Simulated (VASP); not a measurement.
# Ge (P-1) in VASP: notebook

The runs below take Ge through electric field gradients, core levels, with PBE.

Everything below comes from runs of VASP 6.6.1. Logs are shortened: lines on timing, memory, paths and dates and some standing lists are left out, and cuts for length are marked.

**1. The cell of the first run**

The typed cell holds 2 atoms: a = 2.968 Å, b = 2.968 Å, c = 4.197 Å, α = 90.00°, β = 90.00°, γ = 90.00°.

This isn't the form of Ge at room conditions, which is diamond.

**2. Electric field gradients, PBE (a zone-boundary wave of random shape, sigma 0.15 Å)**

Contents of INCAR:

```
SYSTEM = Ge
PREC = Accurate
ENCUT = 520
EDIFF = 1E-8
ISMEAR = 0
SIGMA = 0.02
LREAL = .FALSE.
LASPH = .TRUE.
NELM = 100
ALGO = Fast
ISIF = 2
LWAVE = .FALSE.
LCHARG = .FALSE.
GGA = PE
LEFG = .TRUE.
```

Contents of KPOINTS:

```
Automatic mesh
0
G
  9 9 6
  0 0 0
```

Contents of POSCAR:

```
Ge
1.0
    0.0000000000     -2.0983605200     -2.0983605200
    0.0000000000      2.0983605200     -2.0983605200
    4.1967210500      0.0000000000      0.0000000000
Ge
2
Direct
    0.5554013700      0.4948906800      0.5484903900
    0.9445986300      0.0051093200      0.9515096100
```

Potentials or basis: VASP PAW PBE potentials, release 64 (Ge_d).

The run is started by

```bash
$ cat potpaw_PBE.64/Ge_d/POTCAR > POTCAR
$ mpirun -np 1 vasp_std > vasp.out
```

OUTCAR:

```text
SYSTEM = Ge
   PREC = Accurate
   ENCUT = 520
   EDIFF = 1E-8
   ISMEAR = 0
   LREAL = .FALSE.
   LASPH = .TRUE.
   NELM = 100
   ISIF = 2
   GGA = PE

 ion  position               nearest neighbor table
   1  0.555  0.495  0.548-   2 2.51   2 2.55   2 2.87   2 2.90
   2  0.945  0.005  0.952-   1 2.51   1 2.55   1 2.87   1 2.90

  LATTYP: Found a simple tetragonal cell.
 ALAT       =     2.9675299061
 C/A-ratio  =     1.4142135657

  Lattice vectors:

 A1 = (   0.0000000000,  -2.0983605200,  -2.0983605200)
 A2 = (   0.0000000000,   2.0983605200,  -2.0983605200)
 A3 = (   4.1967210500,   0.0000000000,   0.0000000000)

Analysis of symmetry for initial positions (statically):
=====================================================================
 Subroutine PRICEL returns:
 Original cell was already a primitive cell.

 Routine SETGRP: Setting up the symmetry group for a
 simple tetragonal supercell.

 Subroutine GETGRP returns: Found  2 space group operations
 (whereof  1 operations were pure point group operations)
 out of a pool of 16 trial point group operations.

The static configuration has the point symmetry C_1 .
 The point group associated with its full space group is S_2 .

Analysis of symmetry for dynamics (positions and initial velocities):
=====================================================================
 Subroutine PRICEL returns:
 Original cell was already a primitive cell.

 Routine SETGRP: Setting up the symmetry group for a
 simple tetragonal supercell.

 Subroutine GETGRP returns: Found  2 space group operations
 (whereof  1 operations were pure point group operations)
 out of a pool of 16 trial point group operations.

The dynamic configuration has the point symmetry C_1 .
 The point group associated with its full space group is S_2 .

 Subroutine INISYM returns: Found  2 space group operations
 (whereof  1 operations are pure point group operations),
 and found     1 'primitive' translations

----------------------------------------------------------------------------------------

                                     Primitive cell

  volume of cell :      36.9573

  direct lattice vectors                    reciprocal lattice vectors
     0.000000000 -2.098360520 -2.098360520     0.000000000 -0.238281265 -0.238281265
     0.000000000  2.098360520 -2.098360520     0.000000000  0.238281265 -0.238281265
     4.196721050  0.000000000  0.000000000     0.238281265  0.000000000  0.000000000

  length of vectors
     2.967529906  2.967529906  4.196721050     0.336980597  0.336980597  0.238281265

  position of ions in fractional coordinates (direct lattice)
     0.555401370  0.494890680  0.548490390
     0.944598630  0.005109320  0.951509610

  ion indices of the primitive-cell ions
   primitive index   ion index
                 1           1
                 2           2

----------------------------------------------------------------------------------------

 KPOINTS: Automatic mesh

Automatic generation of k-mesh.
 Grid dimensions read from file:
 generate k-points for:    9    9    6

 Generating k-lattice:

  Cartesian coordinates                     Fractional coordinates (reciprocal lattice)
     0.000000000 -0.026475696 -0.026475696     0.111111111  0.000000000  0.000000000
     0.000000000  0.026475696 -0.026475696     0.000000000  0.111111111  0.000000000
     0.039713544  0.000000000  0.000000000     0.000000000  0.000000000  0.166666667

  Length of vectors
     0.037442289  0.037442289  0.039713544

  Shift w.r.t. Gamma in fractional coordinates (k-lattice)
     0.000000000  0.000000000  0.000000000

 Subroutine IBZKPT returns following result:
 ===========================================

 Found    244 irreducible k-points:

 Following reciprocal coordinates:
            Coordinates               Weight
  0.000000  0.000000  0.000000      1.000000
  0.111111  0.000000  0.000000      2.000000
  0.000000  0.111111  0.000000      2.000000
  0.222222  0.000000  0.000000      2.000000
  0.000000  0.222222  0.000000      2.000000
  0.333333  0.000000  0.000000      2.000000
[... 16 lines left out ...]
  0.111111  0.444444  0.000000      2.000000
  0.222222  0.222222  0.000000      2.000000
 [... further k-points ...]
   k-points           NKPTS =    244   k-points in BZ     NKDIM =    244   number of bands    NBANDS=     18
   number of dos      NEDOS =    301   number of ions     NIONS =      2
   total plane-waves  NPLWV =  18432
   dimension x,y,z NGX =    24 NGY =   24 NGZ =   32
   dimension x,y,z NGXF=    48 NGYF=   48 NGZF=   64
   ions per type =               2
   NGX,Y,Z   is equivalent  to a cutoff of  13.45, 13.45, 12.68 a.u.
   NGXF,Y,Z  is equivalent  to a cutoff of  26.89, 26.89, 25.35 a.u.
 SYSTEM =  Ge
   PREC   = accura    normal or accurate (medium, high low for compatibility)
   ISTART =      0    job   : 0-new  1-cont  2-samecut
   ICHARG =      2    charge: 1-file 2-atom 10-const
   ISPIN  =      1    spin polarized calculation?
   LNONCOLLINEAR =      F non collinear calculations
   LSORBIT =      F    spin-orbit coupling
   LASPH  =      T    aspherical Exc in radial PAW
   ENCUT  =  520.0 eV  38.22 Ry    6.18 a.u.   5.52  5.52  7.80*2*pi/ulx,y,z
   NELM   =    100;   NELMIN=  2; NELMDL= -5     # of ELM steps
   EDIFF  = 0.1E-07   stopping-criterion for ELM
   LREAL  =      F    real-space projection
   EDIFFG = 0.1E-06   stopping-criterion for IOM
   NSW    =      0    number of steps for IOM
   IBRION =     -1    ionic relax: 0-MD 1-quasi-New 2-CG
   NFREE  =      0    steps in history (QN), initial steepest desc. (CG)
   ISIF   =      2    stress and relaxation
   ISYM   =      2    0-nonsym 1-usesym 2-fastsym
   POTIM  = 0.5000    time-step for ionic-motion
   TEBEG  =    0.0;   TEEND  =   0.0 temperature during run
   PSTRESS=    0.0 pullay stress
   NELECT =      28.0000    total number of electrons
   NUPDOWN=      -1.0000    fix difference up-down
   EMIN   =  10.00;   EMAX   =-10.00  energy-range for DOS
   EFERMI =   0.00;   METHOD = LEGACY
   ISMEAR =     0;   SIGMA  =   0.02  broadening in eV -4-tet -1-fermi 0-gaus
   EFERMI_NEDOS =   21; number of points for ismear=-14 and -15
   IALGO  =     68    algorithm
   IMIX   =      4    mixing-type and parameters
     AMIX     =   0.40;   BMIX     =  1.00
     AMIX_MAG =   1.60;   BMIX_MAG =  1.00
  volume/ion in A,a.u.               =      18.48       124.70
  Fermi-wavevector in a.u.,A,eV,Ry     =   1.492430  2.820284 30.304914  2.227348
  Thomas-Fermi vector in A             =   2.604959
   LORBIT       =      0    0 simple, 1 ext, 2 COOP (PROOUT), +10 PAW based schemes
   GGA     = PE    functional components
   LHFCALC =     F    Hartree Fock is set to
   AEXX    =    0.0000 exact exchange contribution
   IVDW    =     0    specifies the selected vdW correction
   LEPSILON=     F    determine dielectric tensor
   LRPA    =     F    only Hartree local field effects (RPA)
 non-spin polarized calculation
 RMM-DIIS sequential band-by-band and
 Gauss-broadening in eV      SIGMA  =   0.02
  energy-cutoff  :      520.00
  volume of cell :       36.96
 maximum number of plane-waves:      1013
 NGX is ok and might be reduce to    24
   NGX = 11   NGY = 11   NGZ = 15

 number of electron      28.0000007 magnetization

 Free energy of the ion-electron system (eV)
  ---------------------------------------------------
  ext. energy  EPLUGINS =         0.00000000
  ---------------------------------------------------
  free energy    TOTEN  =        -8.10865144 eV

  energy without entropy =       -8.10842650  energy(sigma->0) =       -8.10853897

 E-fermi :   7.0506     XC(G=0): -11.3213

 val. band max:        7.0468989011   @ k =  -0.4444  -0.4444   0.3333
 cond. band min:       7.0512003130   @ k =  -0.4444  -0.2222   0.1667
 fundamental gap:      0.0043014119
 Fermi energy:         7.0506245521

 k-point     1 :       0.0000    0.0000    0.0000
  band No.  band energies     occupation
      1     -17.8878      2.00000
      2     -17.8554      2.00000
      3     -17.8348      2.00000
      4     -17.8288      2.00000
      5     -17.7471      2.00000
      6     -17.7408      2.00000
[... 10 lines left out ...]
     17      13.1852      0.00000
     18      16.5370      0.00000

 k-point     2 :       0.1111    0.0000    0.0000
  band No.  band energies     occupation
      1     -17.8816      2.00000
      2     -17.8554      2.00000
      3     -17.8316      2.00000
      4     -17.8191      2.00000
      5     -17.7532      2.00000
      6     -17.7382      2.00000
[... 10 lines left out ...]
     17      13.9547      0.00000
     18      16.4961      0.00000

 k-point     3 :       0.0000    0.1111    0.0000
  band No.  band energies     occupation
      1     -17.8786      2.00000
      2     -17.8536      2.00000
      3     -17.8318      2.00000
      4     -17.8247      2.00000
      5     -17.7480      2.00000
      6     -17.7427      2.00000
[... 10 lines left out ...]
     17      14.8727      0.00000
     18      15.5003      0.00000

 k-point     4 :       0.2222    0.0000    0.0000
  band No.  band energies     occupation
      1     -17.8688      2.00000
      2     -17.8560      2.00000
      3     -17.8243      2.00000
      4     -17.7917      2.00000
      5     -17.7668      2.00000
      6     -17.7342      2.00000
[... 375 lines left out ...]
      4     -17.7894      2.00000
      5     -17.7667      2.00000
      6     -17.7202      2.00000
[... 10 lines left out ...]
     17      10.2152      0.00000
     18      12.7853      0.00000

 k-point    23 :       0.1111    0.4444    0.0000
  band No.  band energies     occupation
      1     -17.8611      2.00000
      2     -17.8436      2.00000
      3     -17.8126      2.00000
      4     -17.8057      2.00000
      5     -17.7401      2.00000
      6     -17.7326      2.00000
[... 10 lines left out ...]
     17      10.6624      0.00000
     18      12.2265      0.00000

 k-point    24 :       0.2222    0.2222    0.0000
  band No.  band energies     occupation
      1     -17.8793      2.00000
      2     -17.8294      2.00000
      3     -17.8059      2.00000
      4     -17.7876      2.00000
      5     -17.7858      2.00000
      6     -17.7222      2.00000
[... 10 lines left out ...]
     17      12.5811      0.00000
     18      13.2905      0.00000

 [... further k-points ...]

------------------------ aborting loop because EDIFF is reached ----------------------------------------

  FORCE on cell =-STRESS in cart. coord.  units (eV):
  Direction    XX          YY          ZZ          XY          YZ          ZX
  --------------------------------------------------------------------------------------
  -------------------------------------------------------------------------------------
  Total        3.2294390      1.8848700      1.8276001     -0.8882706     -0.2708725     -0.7094139
  in kB      140.0030048     81.7130959     79.2303260    -38.5084092    -11.7428932    -30.7545896
  external PRESSURE =     100.3154755 kB  Pullay stress =       0.0000000 kB

 VOLUME and BASIS-vectors are now :
 -----------------------------------------------------------------------------
  energy-cutoff  :      520.00
  volume of cell :       36.96
      direct lattice vectors                 reciprocal lattice vectors
     0.000000000 -2.098360520 -2.098360520     0.000000000 -0.238281265 -0.238281265
     0.000000000  2.098360520 -2.098360520     0.000000000  0.238281265 -0.238281265
     4.196721050  0.000000000  0.000000000     0.238281265  0.000000000  0.000000000

 POSITION                                       TOTAL-FORCE (eV/Angst)
 -----------------------------------------------------------------------------------
      2.30186     -0.12697     -2.20389        -1.607082      0.324624      0.251195
      3.99322     -1.97139     -1.99283         1.607082     -0.324624     -0.251195
 -----------------------------------------------------------------------------------
    total drift:                                0.000000     -0.000000      0.000000

  FREE ENERGIE OF THE ION-ELECTRON SYSTEM (eV)
  ---------------------------------------------------
  free  energy   TOTEN  =        -8.1086514447 eV

  energy  without entropy=       -8.1084265008  energy(sigma->0) =       -8.10853897

 Electric field gradients (V/A^2)
---------------------------------------------------------------------
 ion       V_xx      V_yy      V_zz      V_xy      V_xz      V_yz
---------------------------------------------------------------------
   1     -34.600    15.110    19.490    29.923    23.649     0.939
   2     -34.600    15.110    19.490    29.923    23.649     0.939
---------------------------------------------------------------------

 Electric field gradients after diagonalization (V/A^2)
 (convention: |V_zz| > |V_xx| > |V_yy|)
----------------------------------------------------------------------
 ion       V_xx      V_yy      V_zz     asymmetry (V_yy - V_xx)/ V_zz
----------------------------------------------------------------------
   1      38.004    16.704   -54.709       0.389
   2      38.004    16.704   -54.709       0.389
----------------------------------------------------------------------

           NMR quadrupolar parameters

 Cq : quadrupolar parameter    Cq=e*Q*V_zz/h
 eta: asymmetry parameters     (V_yy - V_xx)/ V_zz
 Q  : nuclear electric quadrupole moment in mb (millibarn)
----------------------------------------------------------------------
 ion       Cq(MHz)       eta       Q (mb)
----------------------------------------------------------------------
   1      -0.132       0.389       1.000
   2      -0.132       0.389       1.000
----------------------------------------------------------------------
```

Wall time 84 s (1 thread of Intel Xeon Platinum 8488C (Sapphire Rapids), shared host); peak memory 0.25 GiB.

Results:

| Item | Value |
| --- | --- |
| Free energy | -8.1087 eV |
| Pressure | 10.0 GPa |
| Largest force | 1.659 eV/Å |
| Band gap on the k mesh | none (metal or under the smearing width) |

Forces on the atoms (eV/Å):
```
Ge  -1.607  0.325  0.251
Ge   1.607 -0.325 -0.251
```

Electric field gradients, principal values (V/Å²):
```
atom     Vxx     Vyy      Vzz
1 Ge  16.704  38.004  -54.709
2 Ge  16.704  38.004  -54.709
```

Caveat: forces of over 1 eV/Å show positions far from the minimum, so gaps and moduli don't describe the material at rest.

**3. Core levels, PBE (a zone-boundary wave of random shape, sigma 0.15 Å)**

Contents of INCAR:

```
PREC     = Accurate       # precision mode
ENCUT    = 520            # plane-wave cutoff, eV
EDIFF    = 1E-6           # SCF threshold, eV
ISMEAR   = 0              # smearing method
SIGMA    = 0.02           # smearing width, eV
LREAL    = False          # projectors in reciprocal space
LASPH    = True           # aspherical terms in the spheres
NELM     = 100            # most SCF steps
ALGO     = Normal         # electronic algorithm
ISIF     = 2              # what is computed and relaxed
LWAVE    = False          # write WAVECAR
LCHARG   = False          # write CHGCAR
GGA      = PE             # functional
ICORELEVEL= 1
```

Contents of KPOINTS:

```
Automatic mesh
0
Gamma
  9 9 6
```

POSCAR is that of step 2.

Potentials or basis: VASP PAW PBE potentials, release 64 (Ge_d).

The run is started by

```bash
$ cat potpaw_PBE.64/Ge_d/POTCAR > POTCAR
$ mpirun -np 1 vasp_std > vasp.out
```

OUTCAR:

```text
PREC = Accurate
   ENCUT = 520
   EDIFF = 1E-6
   ISMEAR = 0
   LREAL = False
   LASPH = True
   NELM = 100
   ISIF = 2
   GGA = PE

 ion  position               nearest neighbor table
   1  0.555  0.495  0.548-   2 2.51   2 2.55   2 2.87   2 2.90
   2  0.945  0.005  0.952-   1 2.51   1 2.55   1 2.87   1 2.90

  LATTYP: Found a simple tetragonal cell.
 ALAT       =     2.9675299061
 C/A-ratio  =     1.4142135657

  Lattice vectors:

 A1 = (   0.0000000000,  -2.0983605200,  -2.0983605200)
[... 698 lines left out ...]

------------------------ aborting loop because EDIFF is reached ----------------------------------------

  FORCE on cell =-STRESS in cart. coord.  units (eV):
  Direction    XX          YY          ZZ          XY          YZ          ZX
  --------------------------------------------------------------------------------------
  -------------------------------------------------------------------------------------
  Total        3.1718592      1.8275181      1.7704182     -0.8865789     -0.2699057     -0.7080590
  in kB      137.5068005     79.2267710     76.7513695    -38.4350671    -11.7009806    -30.6958556
  external PRESSURE =      97.8283137 kB  Pullay stress =       0.0000000 kB

 VOLUME and BASIS-vectors are now :
 -----------------------------------------------------------------------------
  energy-cutoff  :      520.00
  volume of cell :       36.96
      direct lattice vectors                 reciprocal lattice vectors
     0.000000000 -2.098360520 -2.098360520     0.000000000 -0.238281265 -0.238281265
     0.000000000  2.098360520 -2.098360520     0.000000000  0.238281265 -0.238281265
     4.196721050  0.000000000  0.000000000     0.238281265  0.000000000  0.000000000

 POSITION                                       TOTAL-FORCE (eV/Angst)
 -----------------------------------------------------------------------------------
      2.30186     -0.12697     -2.20389        -1.606883      0.324518      0.251116
      3.99322     -1.97139     -1.99283         1.606883     -0.324518     -0.251116
 -----------------------------------------------------------------------------------
    total drift:                                0.000000     -0.000000      0.000000

  FREE ENERGIE OF THE ION-ELECTRON SYSTEM (eV)
  ---------------------------------------------------
  free  energy   TOTEN  =        -8.1086517371 eV

  energy  without entropy=       -8.1084269325  energy(sigma->0) =       -8.10853933
```

stdout:

```text
POSCAR found type information on POSCAR Ge
 POSCAR found :  1 types and       2 ions
 scaLAPACK will be used
 LDA part: xc-table for (Slater+PW92), standard interpolation
 POSCAR, INCAR and KPOINTS ok, starting setup
 FFT: planning ... GRIDC
 FFT: planning ... GRID_SOFT
 FFT: planning ... GRID
 WAVECAR not read
 entering main loop
```

It took 57 s on 1 thread of Intel Xeon Platinum 8488C (Sapphire Rapids), shared host; peak memory 0.25 GiB.

What came out:

| Property | Result |
| --- | --- |
| Free energy | -8.1087 eV |
| Pressure | 9.8 GPa |
| Largest force | 1.658 eV/Å |
| Band gap on the k mesh | none (metal or under the smearing width) |

Forces in eV/Å, atoms in the order of the input:
```
Ge  -1.607  0.325  0.251
Ge   1.607 -0.325 -0.251
```

Levels at points of the mesh, in eV from the Fermi level:
```
           k point  band 10  band 11  band 12  band 13  band 14  band 15  band 16  band 17  band 18
(0.00, 0.00, 0.00)   -24.66   -13.87    -5.41    -4.06     2.12     2.53     5.10     6.13     9.48
(0.00, 0.00, 0.50)   -24.67   -12.89    -9.83     2.84     3.10     4.00     4.42     6.27     6.46
```

Core levels (eV, on the scale of the bands):
| atom | levels |
| --- | --- |
| 1 Ge | 1s -10948.1, 2s -1359.9, 2p -1186.8, 3s -156.9, 3p -104.0 |
| 2 Ge | 1s -10948.1, 2s -1359.9, 2p -1186.8, 3s -156.9, 3p -104.0 |

Caveat: forces of over 1 eV/Å show positions far from the minimum, so gaps and moduli don't describe the material at rest.
